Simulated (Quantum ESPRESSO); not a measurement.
# ZrSe2 (P-3m1) in Quantum ESPRESSO: convergence with wavefunction cutoff

Aim: find how far wavefunction cutoff must go before the results for ZrSe2 settle, at PBE. This setting moves, with any that are tied to it; all else stays.

Program: Quantum ESPRESSO 7.5. These are calculated values, not measurements. Logs are shortened: lines on timing, memory, paths and dates and some standing lists are left out, and cuts for length are marked.

### 1 Starting point

It takes space group P-3m1 (No. 164, trigonal). Conventional cell: a = 3.798 Å, b = 3.798 Å, c = 6.192 Å, α = 90.00°, β = 90.00°, γ = 120.00°. Zr (site symmetry -3m) is surrounded by 6 Se at 2.68 Å. Se (site symmetry 3m) has 3 Zr at 2.68 Å as nearest neighbours.

### 2 With wavefunction cutoff 22 Ry

Contents of pw.in:

```
&CONTROL
  calculation = 'scf'
  prefix = 'pwscf'
  outdir = './tmp'
  pseudo_dir = './pseudo'
  tprnfor = .true.
  tstress = .true.
  disk_io = 'nowf'
/
&SYSTEM
  ibrav = 0
  nat = 3
  ntyp = 2
  ecutwfc = 22
  ecutrho = 440
  nbnd = 19
  occupations = 'smearing'
  smearing = 'fd'
  degauss = 0.00367493
/
&ELECTRONS
  conv_thr = 6d-10
  electron_maxstep = 120
  mixing_beta = 0.5
/
ATOMIC_SPECIES
Zr    91.2240 Zr_pbe_v1.uspp.F.UPF
Se    78.9710 Se_pbe_v1.uspp.F.UPF
CELL_PARAMETERS angstrom
   3.7980000000    0.0000000000    0.0000000000
  -1.8990000000    3.2891644836    0.0000000000
   0.0000000000    0.0000000000    6.1920000000
ATOMIC_POSITIONS crystal
Zr     0.0000000000    0.0000000000    0.0000000000
Se     0.6666666667    0.3333333333    0.7500000000
Se     0.3333333333    0.6666666667    0.2500000000
K_POINTS automatic
8 8 5 0 0 0
```

Potentials or basis: SSSP 1.3 efficiency PBE.

On the command line:

```sh
OMP_NUM_THREADS=1 pw.x -in pw.in > pw.out
```

Wall time 24 s (1 thread of Arm Neoverse V2, shared host); peak memory 0.32 GiB.

Results:

* Free energy: -2539.5238 eV
* Pressure: 1.3 GPa
* Largest force: 0.294 eV/Å
* Band gap on the k mesh: 0.41 eV, indirect (least direct gap 1.05 eV)

### 3 With wavefunction cutoff 28 Ry

pw.in: that of step 2 with these lines changed.

```diff
@@ -13,3 +13,3 @@
   ntyp = 2
-  ecutwfc = 22
+  ecutwfc = 28
   ecutrho = 440
```

Potentials or basis: SSSP 1.3 efficiency PBE.

On the command line:

```sh
OMP_NUM_THREADS=1 pw.x -in pw.in > pw.out
```

Run time: 26 s. Hardware: 1 thread of Arm Neoverse V2, shared host; peak memory 0.33 GiB.

What came out:

* Free energy: -2539.5613 eV
* Pressure: 1.9 GPa
* Largest force: 0.289 eV/Å
* Band gap on the k mesh: 0.41 eV, indirect (least direct gap 1.05 eV)

### 4 With wavefunction cutoff 33 Ry

pw.in: that of step 3 with these lines changed.

```diff
@@ -13,3 +13,3 @@
   ntyp = 2
-  ecutwfc = 28
+  ecutwfc = 33
   ecutrho = 440
```

On the command line:

```sh
OMP_NUM_THREADS=1 pw.x -in pw.in > pw.out
```

Wall time 34 s (1 thread of Arm Neoverse V2, shared host); peak memory 0.33 GiB.

Results:

- Free energy: -2539.5641 eV
- Pressure: 1.9 GPa
- Largest force: 0.288 eV/Å
- Band gap on the k mesh: 0.41 eV, indirect (least direct gap 1.05 eV)

### 5 With wavefunction cutoff 38 Ry

pw.in: that of step 4 with these lines changed.

```diff
@@ -13,3 +13,3 @@
   ntyp = 2
-  ecutwfc = 33
+  ecutwfc = 38
   ecutrho = 440
```

On the command line:

```sh
OMP_NUM_THREADS=1 pw.x -in pw.in > pw.out
```

Wall time 36 s (1 thread of Arm Neoverse V2, shared host); peak memory 0.34 GiB.

What came out:

```yaml
Free_energy: -2539.5685 eV
Pressure: 1.9 GPa
Largest_force: 0.287 eV/Å
Band_gap_on_the_k_mesh: 0.41 eV, indirect (least direct gap 1.05 eV)
```

### 6 With wavefunction cutoff 44 Ry

pw.in: that of step 5 with these lines changed.

```diff
@@ -13,3 +13,3 @@
   ntyp = 2
-  ecutwfc = 38
+  ecutwfc = 44
   ecutrho = 440
```

Potentials or basis: SSSP 1.3 efficiency PBE.

On the command line:

```sh
OMP_NUM_THREADS=1 pw.x -in pw.in > pw.out
```

Run time: 39 s. Hardware: 1 thread of Arm Neoverse V2, shared host; peak memory 0.34 GiB.

The run converged. Its results:

```
Free energy            : -2539.5715 eV
Pressure               : 1.9 GPa
Largest force          : 0.286 eV/Å
Band gap on the k mesh : 0.41 eV, indirect (least direct gap 1.05 eV)
```

### 7 With wavefunction cutoff 50 Ry

pw.in: that of step 6 with these lines changed.

```diff
@@ -13,3 +13,3 @@
   ntyp = 2
-  ecutwfc = 44
+  ecutwfc = 50
   ecutrho = 440
```

On the command line:

```sh
OMP_NUM_THREADS=1 pw.x -in pw.in > pw.out
```

It took 51 s on 1 thread of Arm Neoverse V2, shared host; peak memory 0.35 GiB.

Results (log left out):

| Property | Result |
| --- | --- |
| Free energy | -2539.5718 eV |
| Pressure | 1.9 GPa |
| Largest force | 0.286 eV/Å |
| Band gap on the k mesh | 0.41 eV, indirect (least direct gap 1.05 eV) |

### 8 With wavefunction cutoff 55 Ry

pw.in: that of step 7 with these lines changed.

```diff
@@ -13,3 +13,3 @@
   ntyp = 2
-  ecutwfc = 50
+  ecutwfc = 55
   ecutrho = 440
```

On the command line:

```sh
OMP_NUM_THREADS=1 pw.x -in pw.in > pw.out
```

Run time: 56 s. Hardware: 1 thread of Arm Neoverse V2, shared host; peak memory 0.36 GiB.

It converged, with:

```
Free energy            : -2539.5724 eV
Pressure               : 1.9 GPa
Largest force          : 0.286 eV/Å
Band gap on the k mesh : 0.41 eV, indirect (least direct gap 1.05 eV)
```

### 9 With wavefunction cutoff 66 Ry

pw.in: that of step 8 with these lines changed.

```diff
@@ -13,4 +13,4 @@
   ntyp = 2
-  ecutwfc = 55
-  ecutrho = 440
+  ecutwfc = 66
+  ecutrho = 528
   nbnd = 19
```

Potentials or basis: SSSP 1.3 efficiency PBE.

On the command line:

```sh
OMP_NUM_THREADS=1 pw.x -in pw.in > pw.out
```

Run time: 69 s. Hardware: 1 thread of Arm Neoverse V2, shared host; peak memory 0.46 GiB.

Results (log left out):

```
Free energy            : -2539.5749 eV
Pressure               : 1.9 GPa
Largest force          : 0.285 eV/Å
Band gap on the k mesh : 0.41 eV, indirect (least direct gap 1.05 eV)
```

### 10 With wavefunction cutoff 82 Ry

pw.in: that of step 9 with these lines changed.

```diff
@@ -13,4 +13,4 @@
   ntyp = 2
-  ecutwfc = 66
-  ecutrho = 528
+  ecutwfc = 82
+  ecutrho = 656
   nbnd = 19
```

Potentials or basis: SSSP 1.3 efficiency PBE.

On the command line:

```sh
OMP_NUM_THREADS=1 pw.x -in pw.in > pw.out
```

pw.out:

```text
This program is part of the open-source Quantum ESPRESSO suite
     for quantum simulation of materials; please cite
         "P. Giannozzi et al., J. Phys.:Condens. Matter 21 395502 (2009);
         "P. Giannozzi et al., J. Phys.:Condens. Matter 29 465901 (2017);
         "P. Giannozzi et al., J. Chem. Phys. 152 154105 (2020);
     in publications or presentations arising from this work. More details at

     Message from routine setup:
     using ibrav=0 with symmetry is DISCOURAGED, use correct ibrav instead

     G-vector sticks info
     --------------------
     sticks:   dense  smooth     PW     G-vecs:    dense   smooth      PW
     Sum        2335    1159    337               148085    52573    7835

     Using Slab Decomposition

     bravais-lattice index     =            0
     lattice parameter (alat)  =       7.1772  a.u.
     unit-cell volume          =     521.9971 (a.u.)^3
     number of atoms/cell      =            3
     number of atomic types    =            2
     number of electrons       =        24.00
     number of Kohn-Sham states=           19
     kinetic-energy cutoff     =      82.0000  Ry
     charge density cutoff     =     656.0000  Ry
     scf convergence threshold =      6.0E-10
     mixing beta               =       0.5000
     number of iterations used =            8  plain     mixing
     Exchange-correlation= SLA  PW   PBE  PBE
                           (   1   4   3   4   0   0   0)

     celldm(1)=   7.177180  celldm(2)=   0.000000  celldm(3)=   0.000000
     celldm(4)=   0.000000  celldm(5)=   0.000000  celldm(6)=   0.000000

     crystal axes: (cart. coord. in units of alat)
               a(1) = (   1.000000   0.000000   0.000000 )
               a(2) = (  -0.500000   0.866025   0.000000 )
               a(3) = (   0.000000   0.000000   1.630332 )

     reciprocal axes: (cart. coord. in units 2 pi/alat)
               b(1) = (  1.000000  0.577350 -0.000000 )
               b(2) = (  0.000000  1.154701  0.000000 )
               b(3) = (  0.000000 -0.000000  0.613372 )

     PseudoPot. # 1 for Zr read from file:
     Zr_pbe_v1.uspp.F.UPF
[... 45 lines left out ...]
        k(    5) = (   0.0000000   0.1443376   0.1226744), wk =   0.0375000
        k(    6) = (   0.0000000   0.1443376   0.2453488), wk =   0.0375000
[... 32 lines left out ...]
        k(   39) = (  -0.1250000   0.5051815  -0.1226744), wk =   0.0750000
        k(   40) = (  -0.1250000   0.5051815  -0.2453488), wk =   0.0750000

     Dense  grid:   148085 G-vectors     FFT dimensions: (  60,  60,  96)

     Smooth grid:    52573 G-vectors     FFT dimensions: (  45,  45,  72)

     Initial potential from superposition of free atoms

     starting charge      23.9977, renormalised to      24.0000

     negative rho (up, down):  6.099E-02 0.000E+00
     Starting wfcs are   21 randomized atomic wfcs

     Self-consistent Calculation

     iteration #  1     ecut=    82.00 Ry     beta= 0.50
     Davidson diagonalization with overlap
     ethr =  1.00E-02,  avg # of iterations =  3.9

     Threshold (ethr) on eigenvalues was too large:
     Diagonalizing with lowered threshold

     Davidson diagonalization with overlap
     ethr =  4.96E-04,  avg # of iterations =  1.3

     negative rho (up, down):  6.220E-02 0.000E+00
[... 76 lines left out ...]
     iteration # 10     ecut=    82.00 Ry     beta= 0.50
     Davidson diagonalization with overlap
     ethr =  3.47E-12,  avg # of iterations =  3.3

     negative rho (up, down):  6.356E-02 0.000E+00

     End of self-consistent calculation

          k = 0.0000 0.0000 0.0000 (  6591 PWs)   bands (ev):

   -42.2085 -20.2608 -20.1500 -20.1500  -5.9401  -4.6841   2.5968   4.5424
     4.5424   7.2164   7.2164   7.2708   8.3233   8.3233   8.8563  11.6099
    11.6099  12.0226  12.3273
[... 231 lines left out ...]
   -42.1965 -20.3183 -20.2171 -20.2046  -4.9630  -4.6730   2.8684   3.6703
     4.6371   4.8824   5.4980   5.9065   8.2326   9.6359   9.9789  11.4956
    12.7294  13.0700  14.1926

     the Fermi energy is     7.4608 ev

!    total energy              =    -186.65537281 Ry
     estimated scf accuracy    <          3.9E-11 Ry
     smearing contrib. (-TS)   =      -0.00002840 Ry
     internal energy E=F+TS    =    -186.65534441 Ry

     The total energy is F=E-TS. E is the sum of the following terms:
     one-electron contribution =     -49.23133890 Ry
     hartree contribution      =      32.84761310 Ry
     xc contribution           =     -77.23167221 Ry
     ewald contribution        =     -93.03994640 Ry

     convergence has been achieved in  10 iterations

     negative rho (up, down):  6.356E-02 0.000E+00

     Forces acting on atoms (cartesian axes, Ry/au):

     atom    1 type  1   force =     0.00000000    0.00000000    0.00000000
     atom    2 type  2   force =    -0.00000000   -0.00000000   -0.01109592
     atom    3 type  2   force =     0.00000000    0.00000000    0.01109592

     Total force =     0.015692     Total SCF correction =     0.000009

     Computing stress (Cartesian axis) and pressure

     negative rho (up, down):  6.356E-02 0.000E+00
          total   stress  (Ry/bohr**3)                   (kbar)     P=       19.06
   0.00009024   0.00000000   0.00000000           13.27        0.00        0.00
   0.00000000   0.00009024   0.00000000            0.00       13.27        0.00
   0.00000000   0.00000000   0.00020823            0.00        0.00       30.63

=------------------------------------------------------------------------------=
   JOB DONE.
=------------------------------------------------------------------------------=
```

It took 1.8 min on 1 thread of Arm Neoverse V2, shared host; peak memory 0.63 GiB.

Results:

| Quantity | Value |
| --- | --- |
| Free energy | -2539.5757 eV |
| Pressure | 1.9 GPa |
| Largest force | 0.285 eV/Å |
| Band gap on the k mesh | 0.41 eV, indirect (least direct gap 1.05 eV) |

### 11 Summary

| wavefunction cutoff | energy less the tightest run, at zero smearing (meV/atom) | pressure (GPa) | largest force (eV/Å) | SCF cycles | CPU time (s) | peak memory (GiB) |
| --- | --- | --- | --- | --- | --- | --- |
| 22 Ry | 17.31 | 1.30 | 0.294 | 10 | 24 | 0.32 |
| 28 Ry | 4.79 | 1.92 | 0.289 | 10 | 26 | 0.33 |
| 33 Ry | 3.88 | 1.89 | 0.288 | 10 | 34 | 0.33 |
| 38 Ry | 2.41 | 1.88 | 0.287 | 10 | 36 | 0.34 |
| 44 Ry | 1.42 | 1.90 | 0.286 | 10 | 39 | 0.34 |
| 50 Ry | 1.30 | 1.91 | 0.286 | 10 | 51 | 0.35 |
| 55 Ry | 1.11 | 1.90 | 0.286 | 10 | 56 | 0.36 |
| 66 Ry | 0.26 | 1.90 | 0.285 | 10 | 69 | 0.46 |
| 82 Ry | 0.00 | 1.91 | 0.285 | 10 | 110 | 0.63 |

Against the tightest run, the energy stays within 1 meV/atom from 66 Ry on; the pressure stays within 0.1 GPa from 28 Ry on; the largest force stays within 0.005 eV/Å from 28 Ry on. The tightest run that finished is the yardstick and may itself not be fully converged.

Caveats: an odd mesh through Γ misses points on the zone boundary, where band edges often lie; this functional lacks dispersion, which binds the layers, so the pressure and a relaxed spacing across them are unreliable.
